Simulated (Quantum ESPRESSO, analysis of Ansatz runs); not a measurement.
# A hop of O in SnO2 (P4_2/mnm), charge +2 (Quantum ESPRESSO)

Wanted: path and barrier of a jump of O in SnO2 (P4_2/mnm) at charge +2. The case: V_O hop (2.9 Å), in a cell of 72 host atoms with 1 O taken out.

Method: Quantum ESPRESSO plane-wave DFT, PBEsol, GBRV 1.5 PBEsol potentials; nudged elastic band between two relaxed defect structures at fixed charge in a uniform background, in Quantum ESPRESSO 7.5.

### Step 1. The starting structure

The cell holds 71 atoms: 24 Sn and 47 O. Cell: a = 9.507 Å, b = 9.507 Å, c = 9.626 Å, α = 90.0°, β = 90.0°, γ = 90.0°. It derives from SnO2 (space group P4_2/mnm). Nearest the centre at fractional (0.375, 0.472, 0.417): Sn61 at 1.43 Å, O12 at 1.45 Å, O44 at 2.38 Å, Sn7 at 2.57 Å, Sn67 at 2.68 Å, O22 at 2.69 Å, O18 at 2.71 Å, O9 at 2.83 Å. The cell carries charge +2.

The cell's shortest repeat is 9.5 Å.

### Step 2. Relaxation of the start point, charge +2

A barrier is counted from a minimum, so both ends are relaxed first. Small random displacements break the symmetry of the ideal sites, so that the defect can distort if it gains by it. The charge of +2 is set by the electron count, and a uniform background keeps the cell neutral.

pw.in reads:

```
&CONTROL
  calculation = 'relax'
  prefix = 'pwscf'
  outdir = './tmp'
  pseudo_dir = './pseudo'
  tprnfor = .true.
  disk_io = 'low'
  nstep = 70
  forc_conv_thr = 0.00078
  etot_conv_thr = 0.0001
/
&SYSTEM
  ibrav = 0
  nat = 71
  ntyp = 2
  ecutwfc = 36
  ecutrho = 288
  nbnd = 312
  occupations = 'fixed'
  tot_charge = 2
  nosym = .true.
/
&ELECTRONS
  conv_thr = 7d-08
  electron_maxstep = 100
  mixing_beta = 0.5
/
&IONS
  ion_dynamics = 'bfgs'
/
ATOMIC_SPECIES
Sn   118.7100 sn_pbesol_v1.4.uspp.F.UPF
O     15.9990 o_pbesol_v1.2.uspp.F.UPF
CELL_PARAMETERS angstrom
   9.5066964961    0.0000000000    0.0000000000
   0.0000000000    9.5066964961    0.0000000000
   0.0000000000    0.0000000000    9.6255699527
ATOMIC_POSITIONS crystal
Sn     0.2500095741    0.2523250888    0.1645594446
Sn    -0.0019956412   -0.0010188278   -0.0021946427
O      0.0970693365    0.4060230700    0.1655931525
O      0.4008060211    0.0987187009    0.1679490836
O      0.1534185438    0.1499293955   -0.0000973117
O      0.3483242859    0.3442535871   -0.0009020812
Sn     0.2479623644    0.2486179379    0.4980504973
Sn    -0.0005631758   -0.0030362490    0.3339751392
O      0.0971321490    0.4028301861    0.4968978411
O      0.3999872991    0.0966595593    0.5006390545
O      0.1504924021    0.1522607129    0.3317094401
O      0.3452997592    0.3490833552    0.3317193879
Sn     0.2499031896    0.2526326450    0.8316175307
Sn    -0.0020789800    0.0020559422    0.6678391032
O      0.0948253025    0.4031946959    0.8356461629
O      0.4003110706    0.0984653842    0.8335430448
O      0.1521576714    0.1558882251    0.6677297449
O      0.3440970147    0.3471129506    0.6680152084
Sn     0.2491628700    0.7530282777    0.1663753469
Sn     0.0012215774    0.5026336054   -0.0012217064
O      0.0981653937    0.9002607331    0.1674270595
O      0.4002582047    0.5955676646    0.1662087920
O      0.1545050083    0.6549003031   -0.0020965937
O      0.3458172759    0.8478476785   -0.0027716460
Sn     0.2489118111    0.7497714304    0.5029168066
Sn     0.0025671090    0.4987815669    0.3319778297
O      0.0964437307    0.9060642586    0.4991673632
O      0.1510701279    0.6553778642    0.3325503892
O      0.3463862904    0.8438293576    0.3333015965
Sn     0.2490059968    0.7526131285    0.8347787393
Sn    -0.0001015562    0.5028114354    0.6652547163
O      0.0996963059    0.9030493151    0.8348446787
O      0.4011716535    0.5974445868    0.8308897973
O      0.1502039815    0.6526357094    0.6654179446
O      0.3471522733    0.8498886810    0.6655863464
Sn     0.7476026737    0.2507892064    0.1685375367
Sn     0.4992606994   -0.0008630339    0.0029075964
O      0.5983511654    0.4002508959    0.1664538788
O      0.9031659574    0.0938741195    0.1674119641
O      0.6509979754    0.1554036982    0.0004582990
O      0.8473989856    0.3438759448   -0.0006066229
Sn     0.7472877764    0.2484639541    0.5004865229
Sn     0.4976679696    0.0009275333    0.3314439578
O      0.5986715551    0.4011249413    0.5017639964
O      0.9032716814    0.0944930642    0.5019615297
O      0.6561605771    0.1529221152    0.3327521689
O      0.8465951036    0.3448539489    0.3356505426
Sn     0.7482203190    0.2498321902    0.8307649051
Sn     0.4989594146   -0.0021236852    0.6687302172
O      0.5964394485    0.4061794575    0.8333757865
O      0.9007571934    0.0958515195    0.8314956469
O      0.6531157539    0.1505987175    0.6647211019
O      0.8450446055    0.3458292295    0.6689086138
Sn     0.7483635662    0.7474301708    0.1674788955
Sn     0.5021830824    0.4977443917   -0.0003194823
O      0.5959442940    0.9002989424    0.1678061430
O      0.9029656273    0.5972347083    0.1635654190
O      0.6550573339    0.6506991019   -0.0006187761
O      0.8452861868    0.8451255970    0.0019642082
Sn     0.7472691031    0.7515707781    0.4998202766
Sn     0.4984897239    0.4982609778    0.3354638034
O      0.5941219983    0.9016514631    0.5002046284
O      0.9056929118    0.5984574274    0.5008445310
O      0.6520580902    0.6505981029    0.3350063362
O      0.8496671144    0.8465389651    0.3348454601
Sn     0.7516815990    0.7517886382    0.8352915858
Sn     0.4992861542    0.5023736066    0.6647376689
O      0.5989922790    0.9042418204    0.8353917317
O      0.9052973533    0.5987013171    0.8319886937
O      0.6505650279    0.6542720952    0.6651834654
O      0.8469153139    0.8483720791    0.6638912148
K_POINTS gamma
```

The run is started by

```
> OMP_NUM_THREADS=1 mpirun -n 4 pw.x -in pw.in > pw.out
```

The program printed:

```text
[shortened: banners, details of potentials and solvers, and blank lines are left out]
     gamma-point specific algorithms are used
     one sub-group per band group will be used
     scalapack distributed-memory algorithm (size of sub-group:  2*  2 procs)
     bravais-lattice index     =            0
     lattice parameter (alat)  =      17.9651  a.u.
     unit-cell volume          =    5870.5976 (a.u.)^3
     number of atoms/cell      =           71
     number of atomic types    =            2
     number of electrons       =       616.00
     number of Kohn-Sham states=          312
     kinetic-energy cutoff     =      36.0000  Ry
     charge density cutoff     =     288.0000  Ry
     scf convergence threshold =      7.0E-08
     mixing beta               =       0.5000
     number of iterations used =            8  plain     mixing
     energy convergence thresh.=      1.0E-04
     force convergence thresh. =      7.8E-04
     Exchange-correlation= SLA  PW   PSX  PSC
                           (   1   4  10   8   0   0   0)
     nstep                     =           70
     crystal axes: (cart. coord. in units of alat)
               a(1) = (   1.000000   0.000000   0.000000 )
               a(2) = (   0.000000   1.000000   0.000000 )
               a(3) = (   0.000000   0.000000   1.012504 )
     PseudoPot. # 1 for Sn read from file:
     sn_pbesol_v1.4.uspp.F.UPF
     Pseudo is Ultrasoft + core correction, Zval = 14.0
[...]
PseudoPot. # 2 for O  read from file:
     o_pbesol_v1.2.uspp.F.UPF
     Pseudo is Ultrasoft + core correction, Zval =  6.0
[...]
atomic species   valence    mass     pseudopotential
     Sn               14.00   118.71000     Sn( 1.00)
     O                 6.00    15.99900     O ( 1.00)
     No symmetry found
     site n.     atom                  positions (alat units)
         1        Sn     tau(   1) = (   0.2500096   0.2523251   0.1666171  )
[...]
number of k points=     1
                       cart. coord. in units 2pi/alat
        k(    1) = (   0.0000000   0.0000000   0.0000000), wk =   2.0000000
     Dense  grid:   242294 G-vectors     FFT dimensions: ( 100, 100, 100)
     Smooth grid:    85691 G-vectors     FFT dimensions: (  72,  72,  72)
     Check: negative core charge=   -0.000002
     starting charge     593.9989, renormalised to     616.0000
     Self-consistent Calculation
     iteration #  1     ecut=    36.00 Ry     beta= 0.50
     total energy              =   -5325.59538346 Ry
     estimated scf accuracy    <      19.10666242 Ry
     iteration #  2     ecut=    36.00 Ry     beta= 0.50
[...]
estimated scf accuracy    <       0.03561985 Ry
     iteration #100     ecut=    36.00 Ry     beta= 0.50
     total energy              =   -5331.71007130 Ry
     estimated scf accuracy    <       0.02003615 Ry
[...]
convergence NOT achieved after 100 iterations: stopping
   JOB DONE.
```

Elapsed: 5.4 min, on 4 MPI ranks of Arm Neoverse V1, shared host; peak memory 1.3 GiB.

The run stopped without converging, so none of its numbers is a property of the system.

[end of part 1 of 4]

[Logs are printed without paths, hosts, clocks, repeated set-up lines and the standing remarks that a program may print on its own settings, such as how far it seeks lower states.]

[Hosts, paths, dates, database ids (printed as entryN), source tags and the programs' standing remarks are cut or masked in the printed files.]
